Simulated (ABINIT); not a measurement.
Crystal: Cu.

```xyz
1
Lattice="0.0000 1.8075 1.8075 1.8075 0.0000 1.8075 1.8075 1.8075 0.0000" Properties=species:S:1:pos:R:3 pbc="T T T"
Cu    0.0000    0.0000    0.0000
```

Base run:

| Item | Value |
| --- | --- |
| Program | ABINIT 10.8.3 (patched build) |
| Functional | PBE |
| Potentials or basis | JTH PAW PBE v2.0 |
| Cutoff | 844 eV |
| k mesh | 13 × 13 × 13 |
| Occupations | fermi-dirac, width 0.05 eV |
| Spin | no spin polarisation |

Its results: band gap on the k mesh none (metal or under the smearing width); pressure 1.0 GPa.

**Question.** The run is repeated on the same cell with these changes: functional from PBE to AM05. What comes out?

**Answer.** Band gap on the k mesh none (metal or under the smearing width); pressure -7.1 GPa.

AM05 binds more tightly than PBE, so the same cell stands under less pressure.

Caveats: the PAW data sets were made with another functional, which shifts forces and pressure a little (some runs).
